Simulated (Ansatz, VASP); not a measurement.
Two plane-wave programs on Cu

The input INCAR:

```
SYSTEM = Cu
PREC     = Accurate       ! precision mode
ENCUT    = 520            ! plane-wave cutoff, eV
EDIFF    = 1E-7           ! SCF threshold, eV
ISMEAR   = -1             ! smearing method
SIGMA    = 0.05           ! smearing width, eV
LREAL    = .FALSE.        ! projectors in reciprocal space
LASPH    = .TRUE.         ! aspherical terms in the spheres
NELM     = 80             ! most SCF steps
ALGO     = Normal         ! electronic algorithm
ISIF     = 2              ! what is computed and relaxed
LWAVE    = .FALSE.        ! write WAVECAR
LCHARG   = .FALSE.        ! write CHGCAR
GGA      = PE             ! functional
NBANDS   = 12             ! bands
```

Contents of KPOINTS:

```
regular mesh
0
G
  13 13 13
  0 0 0
```

POSCAR

```
Cu
1.0
   -1.4539857600      1.4643106900      1.3739820400
    1.4487133000     -1.4679854000      1.3723068300
    1.4251542200      1.4391538600     -1.3778349000
Cu
1
Direct
    0.0000000000      0.0000000000      0.0000000000
```

Contents of input.yaml:

```yaml
crystal:
  lattice:
    - [-1.45398576, 1.46431069, 1.37398204]
    - [1.4487133, -1.4679854, 1.37230683]
    - [1.42515422, 1.43915386, -1.3778349]
  atoms:
    - { symbol: Cu, position: [0.0, 0.0, 0.0] }
hamiltonian:
  xc: pbe
  pseudopotentials: { kind: paw }
kpoints:
  mp_grid: { grid: [13, 13, 13] }
scf:
  occupations: { method: fermi_dirac, width: 0.05 }
output:
  forces: true
  stress: true
  eigenvalues: true
```

Change from the starting cell: cell sheared at random, sigma 0.01, atoms nudged by 0.01 Å.

Alike in both runs: task single point; functional PBE; k mesh 13 × 13 × 13; occupations fermi-dirac, width 0.05 eV; no spin polarisation.

|  | VASP | Ansatz |
| --- | --- | --- |
| version | VASP 6.6.1 | Ansatz 0.2.0 |
| potentials or method | VASP PAW PBE potentials, release 64 (Cu) | Ansatz PAW |
| plane-wave cutoff (eV) | 520 | 420 |
| valence electrons in the cell | 11 | 19 |

Ansatz gave:

| Quantity | Value |
| --- | --- |
| gap on the k mesh at the Fermi level (eV) | none |
| pressure (GPa) | 7.5 |
| largest component of the traceless stress (GPa) | 2.58 |

Task: What did VASP give for the same quantities?

Result: gap on the k mesh at the Fermi level (eV): none; pressure (GPa): 8.0; largest component of the traceless stress (GPa): 2.55.

A gap of «none» marks a metal or a gap that the smearing closes. The two sets of potentials don't hold the same shells in valence.
